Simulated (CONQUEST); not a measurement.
The system is PbS (Galena).

```
CELL_PARAMETERS angstrom
4.19420 0.00000 0.00000
0.00000 4.19420 0.00000
0.00000 0.00000 5.93150
ATOMIC_POSITIONS crystal
Pb 0.49890 0.48731 0.50117
Pb 0.99890 0.98731 0.00117
S 0.49662 0.49429 0.99958
S 0.99662 0.99429 0.49958
```

The cell isn't the ideal one: atoms moved at random, drawn with an rms of 0.05 Å.

Base run:

| Item | Value |
| --- | --- |
| Program | CONQUEST 1.3 |
| Functional | PBE |
| Potentials or basis | PseudoDojo NC PBE, SZP, grid cutoff 120 Ha |
| k mesh | 6 × 6 × 5 |
| Occupations | fermi-dirac, width 0.05 eV |
| Spin | no spin polarisation |

Its results: band gap on the k mesh 1.01 eV; pressure 3.4 GPa; largest force 0.049 eV/Å.

Problem. After a change of settings the same cell gave: band gap on the k mesh 0.88 eV; pressure 3.0 GPa; largest force 0.028 eV/Å. Which change was it?
A. potentials or basis from PseudoDojo NC PBE, SZP, grid cutoff 120 Ha to PseudoDojo NC PBE, DZP, multi-site functions of range 5 bohr, grid cutoff 120 Ha
B. potentials or basis from PseudoDojo NC PBE, SZP, grid cutoff 120 Ha to PseudoDojo NC PBE, DZP, multi-site functions of range 3 bohr, grid cutoff 120 Ha
C. potentials or basis from PseudoDojo NC PBE, SZP, grid cutoff 120 Ha to PseudoDojo NC PBE, SZ, grid cutoff 120 Ha
D. potentials or basis from PseudoDojo NC PBE, SZP, grid cutoff 120 Ha to PseudoDojo NC PBE, DZP, multi-site functions of range 10 bohr, grid cutoff 120 Ha

Solution. D.

Caveats: spin-orbit coupling is left out, which as a rule narrows the gap of such compounds by several tenths of an eV; an odd mesh through Γ misses points on the zone boundary, where band edges often lie; the basis of atomic orbitals isn't converged, which shifts pressures, moduli and gaps; the atomic basis is small (some runs); multi-site functions contract the basis, which raises the energy a little and makes forces and stress less exact (some runs).
